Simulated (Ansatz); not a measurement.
**Si: gaps at several levels of theory**

Aim: the gap, band edges and levels at named points of Si.

Method: DFT PBEsol, scalar-relativistic, plane waves, PAW, in Ansatz 0.2.0.

That is the level of the relaxation; later steps name their own.

1 further run of the same task is left out (set aside as unsound or not needed).

**1. The structure to begin with**

It takes space group P6_3/mmc (No. 194, hexagonal). The conventional cell has a = 3.825 Å, b = 3.825 Å, c = 6.325 Å, α = 90.00°, β = 90.00°, γ = 120.00°. Si (site symmetry 3m) is surrounded by 4 Si at 2.35 to 2.37 Å.

As a file:

```
Si
1.0
     3.82455    0.00000    0.00000
    -1.91228    3.31216    0.00000
     0.00000    0.00000    6.32525
Si
4
Direct
  0.66667 0.33333 0.06302
  0.33333 0.66667 0.56302
  0.66667 0.33333 0.43698
  0.33333 0.66667 0.93698
```

It is the result of an earlier relaxation at this level (volume 20.03 Å³/atom; gap on the mesh: 0.30 eV).

**2. Band edges over the whole zone**

The input, input.yaml:

```yaml
crystal:
  lattice:
    - [3.8245537853, 0.0, 0.0]
    - [-1.9122768926, 3.3121607362, 0.0]
    - [0.0, 0.0, 6.3252491085]
  atoms:
    - { symbol: Si, position: [0.6666666667, 0.3333333333, 0.0630191034] }
    - { symbol: Si, position: [0.3333333333, 0.6666666667, 0.5630191034] }
    - { symbol: Si, position: [0.6666666667, 0.3333333333, 0.4369808966] }
    - { symbol: Si, position: [0.3333333333, 0.6666666667, 0.9369808966] }
basis:
  ecutwfc: 420
kpoints:
  mp_grid: { grid: [12, 12, 6] }
  band_path: { path: [VBM, CBM], npoints: 2 }
hamiltonian:
  xc: pbesol
scf:
  occupations: { method: gaussian, width: 0.01 }
output:
  forces: true
  stress: true
  eigenvalues: true
```

Run with:

```
$ ansatz run input.yaml --threads 2 --pin off --max-ram 5120MiB --backend cpu --events-out ev --progress --plain --runs-dir out
```

The program printed, shortened:

```text
Warning: RAYON_NUM_THREADS=2 ignored (pool sized by the plan → 2); use --threads N
[...]
Pseudopotentials: kind: paw
Pseudopotential: Si, paw, valence charge 4, recommended cutoff 420 eV (normal), Si.paw.azcp
Functional definition: PBEsol
[...]
Crystal: 4 atoms, lattice volume = 80.125 Å³
Basis set: ecut = 420 eV, 1581 PW (Γ), exchange–correlation on 54×54×90 points (8 copies of the dense FFT grid, shifted against one another)
Bands: 12, of which v1, the nominal top of the filled ones, is band 8 counted from 1 (7 counted from 0)
Symmetry: 24 space group operations
Space group: P63/mmc (ITA 194), of the structure as read, at distance tolerance 4.3e-5 Å
k-points: 76 of 864
[...]
SCF iter   1: F=—  HF=-2485.932883 eV  |F-HF|=—  |Δ(HF+E_count)|=         —  Δρ=2.65e-3  dr2=6.73e-3  ethr=1.77e-3  ⟨swp⟩=6.5  Hψ=6708  notcnv=0
[...]
SCF iter   6: F=-2485.932107 eV  HF=-2485.932107 eV  |F-HF|=5.00e-11  |Δ(HF+E_count)|=   2.61e-9  Δρ=3.98e-7  dr2=1.10e-10  ethr=2.88e-11  ⟨swp⟩=1.4  Hψ=2841  notcnv=0
[...]
NSCF: frozen V_eff on 28 k-points
NSCF: frozen V_eff on 28 k-points
NSCF: frozen V_eff on 28 k-points
NSCF: frozen V_eff on 28 k-points
NSCF: frozen V_eff on 9 k-points
NSCF: frozen V_eff on 8 k-points
NSCF: frozen V_eff on 8 k-points
NSCF: frozen V_eff on 8 k-points
NSCF: frozen V_eff on 5 k-points
NSCF: frozen V_eff on 3 k-points
SCF converged after 6 iterations
Free energy (F): -2485.932107 eV
[...]
E sigma→0 (E₀):  -2485.932107 eV
Fermi energy:    6.583590 eV
[...]
--- Forces (eV/Å), atoms counted from 1 ---
  atom   1  Si     0.00000000     0.00000000    -0.00012474
  atom   2  Si    -0.00000000    -0.00000000    -0.00012474
  atom   3  Si     0.00000000     0.00000000     0.00012474
  atom   4  Si    -0.00000000    -0.00000000     0.00012474
[...]
--- Stress (GPa, compression-positive) ---
        0.008613       0.000000      -0.000000
        0.000000       0.008613       0.000000
       -0.000000       0.000000      -0.008213
  P = ⅓ Tr σ = 0.0030 GPa (0.030 kbar)
--- Band table (eV; the first three rows and the last of 76) ---
  k-point 0: bands = ["-5.8229", "-3.5157", "-0.8502", "4.9037", "4.9037", "6.0756", "6.4359", "6.4359", "7.4059", "8.3860", "8.3860", "8.7234"]
[...]
```

Run time: 8.3 s. Hardware: 2 threads of Intel Xeon at 2.10GHz (Emerald Rapids), shared host; peak memory 0.38 GiB.

**3. Levels with PBEsol on the hybrid's mesh**

Changes to input.yaml since step 2:

```diff
@@ -13,4 +13,13 @@
 kpoints:
-  mp_grid: { grid: [12, 12, 6] }
-  band_path: { path: [VBM, CBM], npoints: 2 }
+  mp_grid: { grid: [6, 6, 4] }
+  band_path:
+    path:
+      - [0.0, 0.0, 0.0]
+      - [0.5, 0.0, 0.0]
+      - [0.3333333333, 0.3333333333, 0.0]
+      - [0.0, 0.0, 0.5]
+      - [0.5, 0.0, 0.5]
+      - [0.3333333333, 0.3333333333, 0.5]
+      - [0.0, 0.5, 0.0]
+    npoints: 1
 hamiltonian:
@@ -19,2 +28,3 @@
   occupations: { method: gaussian, width: 0.01 }
+  n_extra_bands: 5
 output:
```

Run with:

```
$ ansatz run input.yaml --threads 2 --pin off --max-ram 5120MiB --backend cpu --events-out ev --progress --plain --runs-dir out
```

The program printed:

```text
Warning: RAYON_NUM_THREADS=2 ignored (pool sized by the plan → 2); use --threads N
scf.n_extra_bands = 5 over 8 filled bands (N_el = 16.0): the run solves 13 bands
Engine: ansatz 0.2.0, x86_64-unknown-linux-gnu
[... 3 set-up lines as earlier in the session ...]
  exchange = pbesol_x
  correlation = pbesol_c
Crystal: 4 atoms, lattice volume = 80.125 Å³
Basis set: ecut = 420 eV, 1581 PW (Γ), exchange–correlation on 54×54×90 points (8 copies of the dense FFT grid, shifted against one another)
Bands: 13, of which v1, the nominal top of the filled ones, is band 8 counted from 1 (7 counted from 0)
[... 2 set-up lines as earlier in the session ...]
k-points: 21 of 144
Non-local potential: Si, projectors of the file, l = 0: 2, l = 1: 2, l = 2: 2
PAW form: soft (Blöchl's): semilocal exchange-correlation on the pseudo side does not see the compensation charge
PAW frozen core: Si, regenerated for the run's functional, and the local potential with it (the file was generated under x = pbe(κ = 0.804, μ = 0.2195149727645171), c = pbe(β = 0.06672455060314922))
PAW one-centre angular grid: Si, 110 points (default); XC on 64 Gauss nodes
Initial density: superposition of atomic densities (neutral atoms: chi_scale 0, normalization atom), corrected by the library's trained network
Initial wavefunctions: pseudopotential atomic-orbital guess
Functional: x = pbesol(κ = 0.804, μ = 0.12345679012345678), c = pbesol(β = 0.046)
SCF iter   1: F=—  HF=-2485.904565 eV  |F-HF|=—  |Δ(HF+E_count)|=         —  Δρ=2.50e-3  dr2=5.62e-3  ethr=1.77e-3  ⟨swp⟩=6.8  Hψ=1964  notcnv=0
preconditioner: auto → none  [insulator: Δε(μ)=0.275 eV  Ē_g=8.184 eV  σ=0.010 eV  W_gap=1.00  n_scr=10 (ndim 8)  ℏωp=16.6 eV  f_vac=0.000  D(μ)=0.00/eV (n_scr^D=0)  ε∞_Penn≈5.1]
SCF iter   2: F=—  HF=-2485.904091 eV  |F-HF|=—  |Δ(HF+E_count)|=   4.74e-4  Δρ=9.61e-4  dr2=6.55e-4  ethr=3.51e-5  ⟨swp⟩=2.5  Hψ=674  notcnv=0  defer=20
SCF iter   3: F=—  HF=-2485.904130 eV  |F-HF|=—  |Δ(HF+E_count)|=   3.87e-5  Δρ=1.63e-4  dr2=1.13e-5  ethr=4.09e-6  ⟨swp⟩=3.0  Hψ=487  notcnv=0  defer=21
SCF iter   4: F=—  HF=-2485.904159 eV  |F-HF|=—  |Δ(HF+E_count)|=   2.88e-5  Δρ=1.26e-5  dr2=8.95e-8  ethr=7.07e-8  ⟨swp⟩=2.7  Hψ=424  notcnv=0  defer=21
iter 5 did not close the SCF: its close was put off for the readings that it lacked (scf_convergence_deferred on its scf_iter line)
SCF iter   5: F=-2485.904159 eV  HF=-2485.904159 eV  |F-HF|=2.13e-9  |Δ(HF+E_count)|=   2.45e-8  Δρ=2.76e-6  dr2=3.23e-9  ethr=5.59e-10  ⟨swp⟩=2.5  Hψ=418  notcnv=0  defer=21
SCF iter   6: F=-2485.904159 eV  HF=-2485.904159 eV  |F-HF|=1.23e-11  |Δ(HF+E_count)|=   2.46e-9  Δρ=1.53e-7  dr2=2.19e-11  ethr=2.02e-11  ⟨swp⟩=5.1  Hψ=1222  notcnv=0
SCF 1 converged in 6 iterations: F = -2485.904159 eV  dr2 = 2.19e-11
NSCF: frozen V_eff on 7 k-points
SCF converged after 6 iterations
Free energy (F): -2485.904159 eV
Harris-Foulkes:  -2485.904159 eV  (|F-HF|=1.23e-11)
Internal energy: -2485.904159 eV  (E = F + TS)
E sigma→0 (E₀):  -2485.904159 eV
Fermi energy:    6.587388 eV
--- Per-component energies (eV) ---
  E_band       = 17.558332
  E_kinetic    = 161.238988
  E_local      = -110.460297  (includes V_loc(G=0)·N_el)
  E_nonlocal   = 104.154303
  E_hartree    = 29.911076
  E_xc         = -218.688161
  E_vxc        = -187.294259  (∫ρ·V_xc dr)
  E_paw        = -1995.813313  (= ΣΔE_a)
  E_vpaw       = -9.902569  (= ΣTr[D̂ρ^β])
  E_aug_tail   = 0.000023  (compensation charges beyond the density's cutoff)
  E_ewald      = -456.373021
  E_core_change = 0.126243  (= ΣΔE_core)
  E_smearing   = -0.000000  (= −TS)
  E_closure    = -0.000000  (closes the sum)
  Σ components = -2485.904159   (vs F -2485.904159, Δ=0.00e0)
--- Forces (eV/Å), atoms counted from 1 ---
  atom   1  Si     0.00000000     0.00000000    -0.01079252
  atom   2  Si     0.00000000    -0.00000000    -0.01079252
  atom   3  Si    -0.00000000     0.00000000     0.01079252
  atom   4  Si     0.00000000    -0.00000000     0.01079252
  max |Σ_I F_I| component: 9.25e-17 eV/Å
--- Stress (GPa, compression-positive) ---
        0.164836       0.000000      -0.000000
        0.000000       0.164836       0.000000
       -0.000000       0.000000      -0.141469
  P = ⅓ Tr σ = 0.0627 GPa (0.627 kbar)
--- Band table (eV; the first three rows and the last of 21) ---
  k-point 0: bands = ["-5.8191", "-3.5116", "-0.8465", "4.9086", "4.9086", "6.0802", "6.4414", "6.4414", "7.4084", "8.3887", "8.3887", "8.7269", "9.9523"]
  k-point 1: bands = ["-5.6165", "-4.1407", "0.1635", "4.4743", "5.0651", "5.0651", "6.0969", "6.0969", "7.6121", "8.7014", "8.7014", "8.9315", "10.1414"]
  k-point 2: bands = ["-5.0257", "-5.0257", "2.1641", "2.1641", "5.5045", "5.5045", "5.5045", "5.5045", "8.1900", "8.1900", "9.3667", "9.3667", "9.3667"]
  k-point 20: bands = ["-2.3387", "-2.3387", "-1.0183", "-1.0183", "1.8763", "1.8763", "4.4246", "4.4246", "7.9183", "7.9183", "9.9288", "9.9288", "12.4250"]
```

It took 2.7 s on 2 threads of Intel Xeon at 2.10GHz (Emerald Rapids), shared host; peak memory 0.34 GiB.

Levels at named points, in eV from the top of the last band filled by count:

```
  point  band 6  band 7  band 8  band 9  band 10  band 11
      Γ   -0.36    0.00    0.00    0.97     1.95     1.95
      M   -3.09   -3.06   -1.45    0.29     2.27     2.88
      K   -3.64   -3.64   -3.39    0.68     5.29     5.34
      A   -0.94   -0.94   -0.94    1.75     1.75     2.93
      L   -2.49   -2.45   -2.45    0.81     0.81     1.56
      H   -4.57   -2.02   -2.02    1.48     1.48     3.49
bottom*   -3.09   -3.06   -1.45    0.29     2.27     2.88
```

* Points where the relaxation's level has its edges, typed into the path; another level's edges can lie beside them.

**4. Levels with HSE06**

Changes to input.yaml since step 3:

```diff
@@ -25,3 +25,3 @@
 hamiltonian:
-  xc: pbesol
+  xc: hse06
 scf:
@@ -30,4 +30,2 @@
 output:
-  forces: true
-  stress: true
   eigenvalues: true
```

Run with:

```
$ ansatz run input.yaml --threads 2 --pin off --max-ram 5120MiB --backend cpu --events-out ev --progress --plain --runs-dir out
```

The program printed:

```text
Warning: RAYON_NUM_THREADS=2 ignored (pool sized by the plan → 2); use --threads N
scf.n_extra_bands = 5 over 8 filled bands (N_el = 16.0): the run solves 13 bands
[... 3 set-up lines as earlier in the session ...]
Functional definition: HSE06
  parameter a = 0.25
  parameter omega = 0.11/bohr
  exchange = pbe_x - a*pbe_x_sr(omega) + a*exact_x_sr(omega)
  correlation = pbe_c
Crystal: 4 atoms, lattice volume = 80.125 Å³
Basis set: ecut = 420 eV, 1581 PW (Γ)
Bands: 13, of which v1, the nominal top of the filled ones, is band 8 counted from 1 (7 counted from 0)
[... 2 set-up lines as earlier in the session ...]
k-points: 21 of 144
[... 6 set-up lines as earlier in the session ...]
Functional: x = pbe(κ = 0.804, μ = 0.2195149727645171), c = pbe(β = 0.06672455060314922), warm-up for x = pbe(κ = 0.804, μ = 0.2195149727645171) + 0.25 (exact − pbe) at short range (hse, ω = 0.20786987370883472 Å⁻¹), c = pbe(β = 0.06672455060314922); HSE06 as pw.x's `hse` composes it (authors' and Libxc's form: `xc: wpbeh`)
SCF iter   1: F=—  HF=-2543.145485 eV  |F-HF|=—  |Δ(HF+E_count)|=         —  Δρ=1.21e-3  dr2=9.82e-4  ethr=1.77e-3  ⟨swp⟩=8.6  Hψ=1501  notcnv=0
preconditioner: auto → none  [insulator: Δε(μ)=0.403 eV  Ē_g=8.246 eV  σ=0.010 eV  W_gap=1.00  n_scr=10 (ndim 8)  ℏωp=16.6 eV  f_vac=0.000  D(μ)=0.00/eV (n_scr^D=0)]
SCF iter   2: F=—  HF=-2543.146325 eV  |F-HF|=—  |Δ(HF+E_count)|=   8.41e-4  Δρ=5.30e-4  dr2=1.50e-4  ethr=6.14e-6  ⟨swp⟩=4.8  Hψ=921  notcnv=0  defer=8
iter 3 solved again at ethr=3.12e-8 eV; its pass at ethr=9.40e-7 eV (dr2=5.00e-6 eV) is discarded
SCF iter   3: F=-2543.146593 eV  HF=-2543.146579 eV  |F-HF|=1.40e-5  |Δ(HF+E_count)|=   2.53e-4  Δρ=9.93e-5  dr2=5.36e-6  ethr=3.12e-8  ⟨swp⟩=4.0  Hψ=1213  notcnv=0  defer=1
SCF 1 stopped early in 3 iterations: F = -2543.146593 eV  dr2 = 5.36e-6
Initial density: handed on by an earlier stage of this run
Initial wavefunctions: those handed on with the density
Functional: x = pbe(κ = 0.804, μ = 0.2195149727645171) + 0.25 (exact − pbe) at short range (hse, ω = 0.20786987370883472 Å⁻¹), c = pbe(β = 0.06672455060314922); HSE06 as pw.x's `hse` composes it (authors' and Libxc's form: `xc: wpbeh`)
Exchange kernel: α = 0.2500, screened, ω = 0.2079 Å⁻¹, Wigner–Seitz truncation, v(0) = 1046.6213 eV·Å³, q-mesh 6×6×4, nearest image of the exchange supercell L = 22.95 Å, pair-density grid 15×15×24, without the augmentation charges, whose exchange is taken in its separable form by FFT convolution over the k-point mesh (sized by the pseudopotential files, 24×24×45 at the most), smooth part of the exact exchange by density-matrix convolution
Frozen-core exchange: fock
SCF iter   1: F=—  HF=-2545.100913 eV  |F-HF|=—  |Δ(HF+E_count)|=         —  Δρ=3.00e-3  dr2=5.49e-3  ethr=3.35e-7  ⟨swp⟩=8.4  Hψ=1612  notcnv=0
preconditioner: auto → none  [insulator: Δε(μ)=0.910 eV  Ē_g=9.508 eV  σ=0.010 eV  W_gap=1.00  n_scr=10 (ndim 8)  ℏωp=16.6 eV  f_vac=0.000  D(μ)=0.00/eV (n_scr^D=0)]
SCF iter   2: F=—  HF=-2545.098773 eV  |F-HF|=—  |Δ(HF+E_count)|=   2.14e-3  Δρ=1.38e-3  dr2=1.63e-3  ethr=3.35e-7  ⟨swp⟩=4.0  Hψ=807  notcnv=0
SCF iter   3: F=—  HF=-2545.104183 eV  |F-HF|=—  |Δ(HF+E_count)|=   5.41e-3  Δρ=5.00e-4  dr2=1.62e-4  ethr=3.35e-7  ⟨swp⟩=4.8  Hψ=963  notcnv=0
SCF iter   4: F=—  HF=-2545.104133 eV  |F-HF|=—  |Δ(HF+E_count)|=   4.99e-5  Δρ=5.21e-5  dr2=1.71e-5  ethr=3.35e-7  ⟨swp⟩=3.0  Hψ=514  notcnv=0
SCF iter   5: F=-2545.104271 eV  HF=-2545.104274 eV  |F-HF|=2.61e-6  |Δ(HF+E_count)|=   1.41e-4  Δρ=8.55e-5  dr2=5.56e-6  ethr=6.62e-9  ⟨swp⟩=4.9  Hψ=854  notcnv=0
SCF 2 stopped early in 5 iterations: F = -2545.104271 eV  dr2 = 5.56e-6
hybrid outer 1: dexx = +7.066e-3 eV, tail = 1.52e-5 eV
Exchange kernel: α = 0.2500, screened, ω = 0.2079 Å⁻¹, Wigner–Seitz truncation, v(0) = 1046.6213 eV·Å³, q-mesh 6×6×4, nearest image of the exchange supercell L = 22.95 Å, pair-density grid 15×15×24, without the augmentation charges, whose exchange is taken in its separable form by FFT convolution over the k-point mesh (sized by the pseudopotential files, 24×24×45 at the most), smooth part of the exact exchange by density-matrix convolution
Frozen-core exchange: fock
SCF iter   1: F=—  HF=-2545.104237 eV  |F-HF|=—  |Δ(HF+E_count)|=         —  Δρ=1.61e-5  dr2=1.54e-7  ethr=4.75e-7  ⟨swp⟩=4.0  Hψ=643  notcnv=0
preconditioner: auto → none  [insulator: Δε(μ)=0.957 eV  Ē_g=9.523 eV  σ=0.010 eV  W_gap=1.00  n_scr=10 (ndim 8)  ℏωp=16.6 eV  f_vac=0.000  D(μ)=0.00/eV (n_scr^D=0)]
iter 2 solved again at ethr=8.60e-11 eV; its pass at ethr=9.27e-10 eV (dr2=1.38e-8 eV) is discarded
SCF iter   2: F=-2545.104237 eV  HF=-2545.104237 eV  |F-HF|=5.49e-10  |Δ(HF+E_count)|=   3.66e-8  Δρ=7.36e-6  dr2=2.13e-8  ethr=8.60e-11  ⟨swp⟩=2.4  Hψ=1181  notcnv=0  defer=4
SCF 3 converged in 2 iterations: F = -2545.104237 eV  dr2 = 2.13e-8
hybrid outer 2: dexx = +5.826e-8 eV, tail = 4.46e-8 eV, Δε = 1.08e-3 eV (about 1.28e-4 eV left of the loop's levels)
NSCF: frozen V_eff on 7 k-points
hybrid SCF converged: 2 outer / 7 inner (+3 warm-up), last move |dexx| = 5.83e-8 eV, tail = 4.46e-8 eV
Stability not checked: this state was not tested for a lower state beside it, because the functional holds exact exchange (a hybrid, or Hartree-Fock), whose exchange loop this test does not read (fock_operator; see scf.lower_state_search)
Free energy (F): -2545.104237 eV
Frozen-core exchange: fock
Harris-Foulkes:  -2545.104237 eV  (|F-HF|=5.49e-10)
Internal energy: -2545.104237 eV  (E = F + TS)
E sigma→0 (E₀):  -2545.104237 eV
Fermi energy:    6.650491 eV
--- Per-component energies (eV) ---
  E_band       = 4.959457
  E_kinetic    = 161.979197
  E_local      = -108.764020  (includes V_loc(G=0)·N_el)
  E_nonlocal   = 101.299708
  E_hartree    = 30.510220
  E_xc         = -180.055085
  E_vxc        = -152.860580  (∫ρ·V_xc dr)
  E_exx        = -22.346217  (= α·E_x^exact, valence–valence)
  E_paw        = -2071.118577  (= ΣΔE_a)
  E_vpaw       = -13.022296  (= ΣTr[D̂ρ^β])
  E_aug_tail   = 0.000024  (compensation charges beyond the density's cutoff)
  E_ewald      = -456.373021
  E_core_change = -0.236465  (= ΣΔE_core)
  E_smearing   = -0.000000  (= −TS)
  E_closure    = -0.000000  (closes the sum)
  Σ components = -2545.104237   (vs F -2545.104237, Δ=-4.55e-13)
--- Band table (eV; the first three rows and the last of 21) ---
  k-point 0: bands = ["-7.4103", "-4.8620", "-1.8410", "4.4984", "4.4984", "5.7964", "6.1723", "6.1723", "7.8815", "8.8765", "8.8765", "9.2580", "10.6921"]
  k-point 1: bands = ["-7.1866", "-5.5554", "-0.7124", "4.1049", "4.6726", "4.6726", "5.8088", "5.8088", "8.0972", "9.2044", "9.2044", "9.4724", "10.7488"]
  k-point 2: bands = ["-6.5339", "-6.5339", "1.5341", "1.5341", "5.1606", "5.1606", "5.1606", "5.1606", "8.7077", "8.7077", "9.9184", "9.9184", "9.9184"]
  k-point 20: bands = ["-3.5566", "-3.5566", "-2.0613", "-2.0613", "1.2535", "1.2535", "3.9812", "3.9812", "8.3889", "8.3889", "10.5030", "10.5030", "13.2700"]
```

Wall time 2.9 min (2 threads of Intel Xeon at 2.10GHz (Emerald Rapids), shared host); peak memory 1.4 GiB.

Levels at named points, in eV from the top of the last band filled by count:

```
  point  band 6  band 7  band 8  band 9  band 10  band 11
      Γ   -0.38    0.00    0.00    1.71     2.70     2.70
      M   -3.37   -3.22   -1.59    0.96     3.07     3.63
      K   -3.92   -3.92   -3.67    1.35     6.19     6.42
      A   -1.01   -1.01   -1.01    2.54     2.54     3.75
      L   -2.68   -2.66   -2.66    1.51     1.51     2.28
      H   -4.92   -2.19   -2.19    2.22     2.22     4.33
bottom*   -3.37   -3.22   -1.59    0.96     3.07     3.63
```

* Points where the relaxation's level has its edges, typed into the path; another level's edges can lie beside them.

**5. All levels side by side**

```
                      level  k mesh  gap (eV)  least direct gap (eV)  top at  bottom at  CPU time (s)
PBEsol on the hybrid's mesh   6×6×4      0.29                   0.97       Γ          M           4.2
                      HSE06   6×6×4      0.96                   1.71       Γ          M           280
```

Gaps are by band count over the mesh and the named points; a gap of 0 means that the bands overlap or touch.

**6. Outcome**

| quantity | value |
| --- | --- |
| gap, HSE06 | 0.96 eV, indirect |

In words: At HSE06 the gap is 0.96 eV, from Γ to M.
